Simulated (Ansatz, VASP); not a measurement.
**Two plane-wave programs on Al2H3**

INCAR

```
SYSTEM = Al2H3
PREC = Accurate
ENCUT = 600
EDIFF = 1E-6
ISMEAR = 0
SIGMA = 0.1
LREAL = .FALSE.
LASPH = .TRUE.
NELM = 60
ALGO = Normal
ISIF = 3
LWAVE = .FALSE.
LCHARG = .FALSE.
GGA = PE
IBRION = 2
NSW = 100
EDIFFG = -0.01
```

KPOINTS

```
Automatic mesh
0
G
  12 12 8
  0 0 0
```

Contents of POSCAR:

```
Al2H3
1.0
    3.3855503356      0.0000000000      0.0000000000
   -1.6927751678      2.9319725964      0.0000000000
    0.0000000000      0.0000000000      4.5090799921
Al H
2 3
Direct
    0.3333333333      0.6666666667      0.2327114750
    0.6666666667      0.3333333333      0.7672885250
    0.0000000000      0.0000000000      0.0000000000
    0.3333333333      0.6666666667      0.6458918633
    0.6666666667      0.3333333333      0.3541081367
```

Input for Ansatz:

```yaml
crystal:
  lattice:
    - [3.3855503356, 0.0, 0.0]
    - [-1.6927751678, 2.9319725964, 0.0]
    - [0.0, 0.0, 4.5090799921]
  atoms:
    - { symbol: Al, position: [0.3333333333, 0.6666666667, 0.232711475] }
    - { symbol: Al, position: [0.6666666667, 0.3333333333, 0.767288525] }
    - { symbol: H, position: [0.0, 0.0, 0.0] }
    - { symbol: H, position: [0.3333333333, 0.6666666667, 0.6458918633] }
    - { symbol: H, position: [0.6666666667, 0.3333333333, 0.3541081367] }
basis:
  ecutwfc: 420
kpoints:
  mp_grid: { grid: [12, 12, 8] }
hamiltonian:
  xc: pbe
scf:
  occupations: { method: gaussian, width: 0.1 }
output:
  forces: true
  stress: true
  eigenvalues: true
  write_density: true
  write_potential: true
  elf: true
  volumetric_format: npy
relax:
  adjacent_minimum: "off"
  f_tol: 0.01
  max_steps: 80
  cell: { stress_tol: 0.05 }
```

Alike in both runs: task relaxation of cell and atoms; functional PBE; k mesh 12 × 12 × 8; occupations gaussian, width 0.1 eV; no spin polarisation.

|  | VASP | Ansatz |
| --- | --- | --- |
| version | VASP 6.6.1 | Ansatz 0.2.0 |
| potentials or method | VASP PAW PBE potentials, release 64 (Al, H) | scalar-relativistic, plane waves, PAW |
| plane-wave cutoff (eV) | 600 | 420 |
| valence electrons in the cell | 9 | 9 |

|  | VASP | Ansatz | Ansatz less VASP |
| --- | --- | --- | --- |
| gap on the k mesh at the Fermi level, each at its own relaxed structure (eV) | none | none | - |
| relaxed volume (Å³/atom) | 8.85 | 8.86 | +0.009 |
| relaxed cell length with the largest relative difference (Å) | 4.929 | 4.931 | +0.0027 |
| energy change over the relaxation (meV/atom) | -5 | -6 | -0.1 |

A gap of «none» marks a metal or a gap that the smearing closes.
